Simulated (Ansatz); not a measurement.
Crystal: TaS2.

```
Ta S
1.0
     3.35000    0.00000    0.00000
    -1.67500    2.90119    0.00000
     0.00000    0.00000    5.86000
Ta S
1 2
Direct
  0.00000 0.00000 0.00000
  0.66667 0.33333 0.75000
  0.33333 0.66667 0.25000
```

* Program: Ansatz 0.2.0
* Task: relaxation of cell and atoms
* Functional: PBE
* Dispersion: D3(BJ)
* Potentials or basis: Ansatz PAW
* Cutoff: 420 eV (not typed: the program's choice for these potentials)
* k mesh: 9 × 9 × 5
* Occupations: fermi-dirac, width 0.05 eV
* Spin: no spin polarisation

At the start: volume 18.98 Å³/atom.

Question: Where does the relaxation end?

Answer: It ends after 6 steps and the volume is 18.54 Å³/atom (-2.4 %); space group P-3m1 (No. 164, to 0.05 Å).

Step by step:
```tsv
step	energy change (eV)	largest force (eV/Å)	volume (Å³)
1	0.0000	1.2484	56.95
2	-0.0173	0.9267	53.09
3	-0.0933	0.0433	55.77
4	-0.0948	0.0062	55.62
5	-0.0948	0.0002	55.61
6	-0.0946	0.0002	55.61
```

Final structure:
```cif
data_structure
_symmetry_space_group_name_H-M 'P 1'
_symmetry_Int_Tables_number 1
_cell_length_a 3.3292
_cell_length_b 3.3292
_cell_length_c 5.7933
_cell_angle_alpha 90.000
_cell_angle_beta 90.000
_cell_angle_gamma 120.000
_cell_volume 55.61
loop_
_atom_site_label
_atom_site_type_symbol
_atom_site_fract_x
_atom_site_fract_y
_atom_site_fract_z
_atom_site_occupancy
Ta1 Ta 0.00000 0.00000 0.00000 1
S1 S 0.66667 0.33333 0.73335 1
S2 S 0.33333 0.66667 0.26665 1
```

Caveat: the plane-wave basis is chosen anew once the cell has moved, so the energies of steps on either side of that aren't comparable.
